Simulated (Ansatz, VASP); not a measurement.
## Al in VASP and in Ansatz

INCAR

```
PREC = Accurate
ENCUT = 520
EDIFF = 1E-6
ISMEAR = 0
SIGMA = 0.1
LREAL = False
LASPH = True
NELM = 60
ALGO = Normal
ISIF = 2
LWAVE = False
LCHARG = True
GGA = PE
LELF = True
LVHAR = True
NBANDS = 8
```

The input KPOINTS:

```
regular mesh
0
Gamma
  10 10 10
```

File POSCAR:

```
Al
1.0
    0.0000000000      2.0901659392      2.0901659392
    2.0901659392      0.0000000000      2.0901659392
    2.0901659392      2.0901659392      0.0000000000
Al
1
Direct
    0.0000000000      0.0000000000      0.0000000000
```

Input for Ansatz:

```yaml
crystal:
  lattice:
    - [0.0, 2.0901659391766296, 2.0901659391766296]
    - [2.0901659391766296, 0.0, 2.0901659391766296]
    - [2.0901659391766296, 2.0901659391766296, 0.0]
  atoms:
    - { symbol: Al, position: [0.0, 0.0, 0.0] }
basis:
  ecutwfc: 500.0
kpoints:
  mp_grid:
    grid: [10, 10, 10]
hamiltonian:
  xc: pbe
  pseudopotentials:
    kind: paw
scf:
  occupations:
    method: gaussian
    width: 0.1
output:
  stress: true
```

Alike in both runs: task single point; functional PBE; k mesh 10 × 10 × 10; occupations gaussian, width 0.1 eV; no spin polarisation.

```csv
,VASP,Ansatz
version,VASP 6.6.1,Ansatz 0.2.0
potentials or method,"VASP PAW PBE potentials, release 64 (Al)","plane waves, PAW"
plane-wave cutoff (eV),520,500
valence electrons in the cell,3,3
```

```csv
,VASP,Ansatz,Ansatz less VASP
pressure (GPa),-5.7,-5.7,+0.02
```

With one functional, cell and mesh, what is left measures potentials, basis and numerics.
